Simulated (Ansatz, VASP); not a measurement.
# Two plane-wave programs on BN

```
CELL_PARAMETERS angstrom
2.54057 0.00000 0.00000
-1.27028 2.20020 0.00000
0.00000 0.00000 4.20265
ATOMIC_POSITIONS crystal
B 0.33333 0.66667 0.99976
B 0.66667 0.33333 0.49976
N 0.33333 0.66667 0.37424
N 0.66667 0.33333 0.87424
```

Measurements of this composition are mostly on another form, of space group No. 194.

Alike in both runs: functional PBEsol; k mesh 12 × 12 × 6; occupations gaussian, width 0.02 eV; no spin polarisation.

Ansatz relaxed the structure, and its values are those at the end. VASP's run is a single point on that final structure, the one shown.

```csv
,VASP,Ansatz
version,VASP 6.6.1,Ansatz 0.2.0
potentials or method,"VASP PAW PBE potentials, release 64 (B, N)","scalar-relativistic, plane waves, PAW"
plane-wave cutoff (eV),520,420
valence electrons in the cell,16,16
```

Ansatz gave:

- gap on the k mesh at the Fermi level (eV): 4.96
- least direct gap on the mesh (eV): 8.23
- pressure (GPa): 0.0

Question: Estimate VASP's values.

Answer: gap on the k mesh at the Fermi level (eV): 4.95; least direct gap on the mesh (eV): 8.23; pressure (GPa): 0.8.

The functional is the same, so the differences come from potentials, cutoffs and numerics. Ansatz warned: «pseudo_functional_mismatch».

Caveats: the PAW data sets were made with another functional, which shifts forces and pressure a little (VASP). A k mesh can miss the band edges. Expect the measured gap to be larger: semilocal functionals such as PBEsol lack the derivative discontinuity.
